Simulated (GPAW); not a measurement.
CdSe: single point with PBE

Crystal: CdSe.

```
Cd Se
1.0
     0.00000    3.07027    3.07027
     3.07027    0.00000    3.07027
     3.07027    3.07027    0.00000
Cd Se
1 1
Direct
  0.00000 0.00000 0.00000
  0.25000 0.25000 0.25000
```

Measurements of this composition are mostly on another form, of space group No. 186.

| Property | Result |
| --- | --- |
| Program | GPAW 26.7.0 |
| Task | single point |
| Functional | PBE |
| Potentials or basis | GPAW PAW data sets (gpaw-data 1.2.1) |
| Cutoff | 600 eV |
| Basis | pw |
| k mesh | 8 × 8 × 8 |
| Occupations | gaussian, width 0.025 eV |
| Spin | no spin polarisation |
| Maxiter | 150 |

| Quantity | Value |
| --- | --- |
| Pressure | 1.1 GPa |
| Band gap on the k mesh | 0.54 eV, direct |

Levels at points of the mesh, in eV from the valence-band top:
| k point | band 5 | band 6 | band 7 | band 8 | band 9 | band 10 | band 11 | band 12 | band 13 | band 14 |
| --- | --- | --- | --- | --- | --- | --- | --- | --- | --- | --- |
| (0.00, 0.00, 0.00) | -7.45 | -7.45 | 0.00 | 0.00 | 0.00 | 0.54 | 5.91 | 5.91 | 5.91 | 9.68 |
| (0.50, 0.50, 0.00) | -7.39 | -7.11 | -3.96 | -1.77 | -1.77 | 3.19 | 3.73 | 8.95 | 10.03 | 10.03 |
| (0.50, 0.50, 0.50) | -7.43 | -7.17 | -4.23 | -0.72 | -0.72 | 2.35 | 6.43 | 6.43 | 7.32 | 9.95 |

Run time: 15 s on 1 thread of Intel(R) Xeon(R) Platinum 8259CL CPU @ 2.50GHz (Skylake/Cascade Lake), with other jobs on the host, peak memory 0.17 GiB.
